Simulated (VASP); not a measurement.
# LiF (Griceite): how cutoff and mesh change the relaxed cell, part 2 of 2

How far does the relaxed cell of LiF (Griceite) depend on cutoff and k mesh? The starting structure is a measured crystal structure from the Crystallography Open Database. The first relaxation on each setting starts from this cell expanded by 3 % in volume.

VASP 6.6.1.

Results so far: reference 7.97 Å³ an atom; a cutoff of 500 eV 7.99 Å³ an atom; a 5×5×5 mesh 7.98 Å³ an atom.

## (5) Relaxation with a cutoff of 850 eV

Level of this step: PBEsol; plane waves and PAW (F, Li_sv) (VASP).

Against step 2 the input has ENCUT = 850. This run starts from the cell of an earlier relaxation, which isn't shown; the restart sets up the plane waves anew.

File INCAR:

```
SYSTEM = LiF
PREC = Accurate
ENCUT = 850
EDIFF = 1E-06
NELM = 100
ISMEAR = 0
SIGMA = 0.03
LREAL = .FALSE.
ALGO = Normal
GGA = PS
NBANDS = 11
LORBIT = 11
LWAVE = .FALSE.
LCHARG = .FALSE.
KPAR = 4
IBRION = 2
NSW = 50
ISIF = 3
EDIFFG = -0.006
```

File POSCAR:

```
LiF
1.0
    0.0000000000      2.0035270940      2.0035270940
    2.0035270940      0.0000000000      2.0035270940
    2.0035270940      2.0035270940      0.0000000000
F Li
1 1
Direct
    0.5000000000      0.5000000000      0.5000000000
    0.0000000000      0.0000000000      0.0000000000
```

File KPOINTS:

```
Automatic mesh
0
Gamma
10 10 10
0 0 0
```

PAW data sets: F and Li_sv (PBE family, release 64).

Launch:

```console
mpirun -np 4 vasp_std
```

Log:

```text
[... set-up lines as in an earlier step ...]
 entering main loop
       N       E                     dE             d eps       ncg     rms          rms(c)
DAV:   1     0.468939650720E+02    0.46894E+02   -0.70347E+03  1042   0.131E+03
DAV:   2    -0.855381673549E+01   -0.55448E+02   -0.54340E+02  1228   0.240E+02
DAV:   3    -0.102584872005E+02   -0.17047E+01   -0.16968E+01  1340   0.373E+01
DAV:   4    -0.102805476753E+02   -0.22060E-01   -0.22058E-01  1294   0.458E+00
[...]
DAV:   9    -0.985717011038E+01   -0.19766E-04   -0.10441E-03  1226   0.318E-01    0.443E-02
DAV:  10    -0.985722249172E+01   -0.52381E-04   -0.10885E-04  1179   0.879E-02    0.955E-03
DAV:  11    -0.985722257836E+01   -0.86638E-07   -0.42398E-06  1416   0.227E-02
   1 F= -.98572226E+01 E0= -.98572226E+01  d E =-.985722E+01
[...]
reached required accuracy - stopping structural energy minimisation
```

The job ended after 2.8 s (4 MPI ranks of Intel Xeon 6975P-C (Granite Rapids), shared host; peak memory 0.58 GiB).

OUTCAR, selected parts (step 5):

```text
  Total       -0.0003349     -0.0003349     -0.0003349      0.0000000     -0.0000000      0.0000000
  in kB       -0.0333591     -0.0333591     -0.0333591      0.0000000     -0.0000000      0.0000000
  external PRESSURE =      -0.0333591 kB  Pullay stress =       0.0000000 kB

 POSITION                                       TOTAL-FORCE (eV/Angst)
 -----------------------------------------------------------------------------------
      2.00353      2.00353      2.00353        -0.000000     -0.000000     -0.000000
      0.00000      0.00000      0.00000         0.000000      0.000000      0.000000
 -----------------------------------------------------------------------------------
    total drift:                                0.000000      0.000000      0.000000

  FREE ENERGIE OF THE ION-ELECTRON SYSTEM (eV)
  ---------------------------------------------------
  free  energy   TOTEN  =        -9.8572225784 eV

  energy  without entropy=       -9.8572225784  energy(sigma->0) =       -9.85722258

[... 2 parts as in an earlier step ...]

[... 2 further parts left out ...]
[key lines of the parts left out:]
E-fermi :  -0.6747
```

With a cutoff of 850 eV the cell ends at 8.042 Å³ an atom, +0.88 % from the reference.

## (6) Relaxation with a 12×12×12 mesh

Against step 2 the input has a 12×12×12 mesh. This run starts from the cell of an earlier relaxation, which isn't shown; the restart sets up the plane waves anew.

INCAR, as its differences from that of step 5:

```diff
@@ -2,3 +2,3 @@
 PREC = Accurate
-ENCUT = 850
+ENCUT = 650
 EDIFF = 1E-06
```

File POSCAR:

```
LiF
1.0
    0.0000000000      1.9977070469      1.9977070469
    1.9977070469      0.0000000000      1.9977070469
    1.9977070469      1.9977070469      0.0000000000
F Li
1 1
Direct
    0.5000000000      0.5000000000      0.5000000000
    0.0000000000      0.0000000000      0.0000000000
```

File KPOINTS:

```
Automatic mesh
0
Gamma
12 12 12
0 0 0
```

Launch:

```console
mpirun -np 4 vasp_std
```

Log:

```text
[... set-up lines as in an earlier step ...]
 entering main loop
       N       E                     dE             d eps       ncg     rms          rms(c)
DAV:   1     0.403285346518E+02    0.40329E+02   -0.65492E+03  1640   0.110E+03
DAV:   2    -0.876339459057E+01   -0.49092E+02   -0.48059E+02  1823   0.219E+02
DAV:   3    -0.102591580995E+02   -0.14958E+01   -0.14903E+01  1996   0.342E+01
DAV:   4    -0.102798637154E+02   -0.20706E-01   -0.20700E-01  1974   0.426E+00
[...]
DAV:   9    -0.985665985041E+01   -0.21188E-04   -0.10681E-03  1899   0.317E-01    0.435E-02
DAV:  10    -0.985670878244E+01   -0.48932E-04   -0.10150E-04  1781   0.849E-02    0.106E-02
DAV:  11    -0.985670921170E+01   -0.42926E-06   -0.45592E-06  2178   0.231E-02
   1 F= -.98567092E+01 E0= -.98567092E+01  d E =-.985671E+01
[...]
reached required accuracy - stopping structural energy minimisation
```

Run time: 2 s. Hardware: 4 MPI ranks; peak memory 0.52 GiB.

OUTCAR, selected parts (step 6):

```text
  Total        0.0021570      0.0021570      0.0021570      0.0000000     -0.0000000      0.0000000
  in kB        0.2167406      0.2167406      0.2167406      0.0000000     -0.0000000      0.0000000
  external PRESSURE =       0.2167406 kB  Pullay stress =       0.0000000 kB

 POSITION                                       TOTAL-FORCE (eV/Angst)
 -----------------------------------------------------------------------------------
      1.99771      1.99771      1.99771        -0.000000     -0.000000     -0.000000
      0.00000      0.00000      0.00000         0.000000      0.000000      0.000000
 -----------------------------------------------------------------------------------
    total drift:                               -0.000000     -0.000000      0.000000

  FREE ENERGIE OF THE ION-ELECTRON SYSTEM (eV)
  ---------------------------------------------------
  free  energy   TOTEN  =        -9.8567092117 eV

  energy  without entropy=       -9.8567092117  energy(sigma->0) =       -9.85670921

[... 1 part as in an earlier step ...]

[... 3 further parts left out ...]
[key lines of the parts left out:]
E-fermi :  -0.8364
```

With a 12×12×12 mesh the cell ends at 7.973 Å³ an atom, +0.00 % from the reference.

## (7) All runs side by side

| run | volume (Å³/atom) | change (%) | pressure left (GPa) | core minutes |
| --- | --- | --- | --- | --- |
| reference | 7.973 | - | 0.02 | 0.32 |
| a cutoff of 500 eV | 7.993 | 0.25 | -0.09 | 0.373 |
| a 5×5×5 mesh | 7.98 | 0.1 | -0.03 | 0.2 |
| a cutoff of 850 eV | 8.042 | 0.88 | 0.0 | 0.587 |
| a 12×12×12 mesh | 7.973 | 0.0 | 0.02 | 0.427 |

Core minutes are wall time times ranks, summed over the relaxations behind a row (those for a bulk modulus apart), on shared hosts.

## (8) Outcome

```
volume of the reference                          : 7.973 Å³/atom
volume against the reference, a cutoff of 500 eV : +0.25 %
volume against the reference, a 5×5×5 mesh       : +0.10 %
volume against the reference, a cutoff of 850 eV : +0.88 %
volume against the reference, a 12×12×12 mesh    : +0.00 %
```

What this shows: The volume moves most with a cutoff of 850 eV: +0.88 % against the reference (650 eV, 10×10×10 mesh). On finer settings it changes by +0.88 % with a cutoff of 850 eV and +0.00 % with a 12×12×12 mesh. The relaxations stop with up to 0.09 GPa left, which at a bulk modulus of 50 GPa, to name a scale, is 0.18 % of the volume. A change this large on a finer setting means that the reference isn't converged, that its relaxation stopped early along a soft direction, or that the runs ended in different electronic states. Further runs on this material are not shown.

[Lines on the potential files, build, host, timing and source positions are cut from VASP's logs without a mark.]

[Logs are printed without paths, hosts, clocks, repeated set-up lines and the standing remarks that a program may print on its own settings, such as how far it seeks lower states.]

[Hosts, paths, dates, database ids (printed as entryN), source tags and the programs' standing remarks are cut or masked in the printed files.]
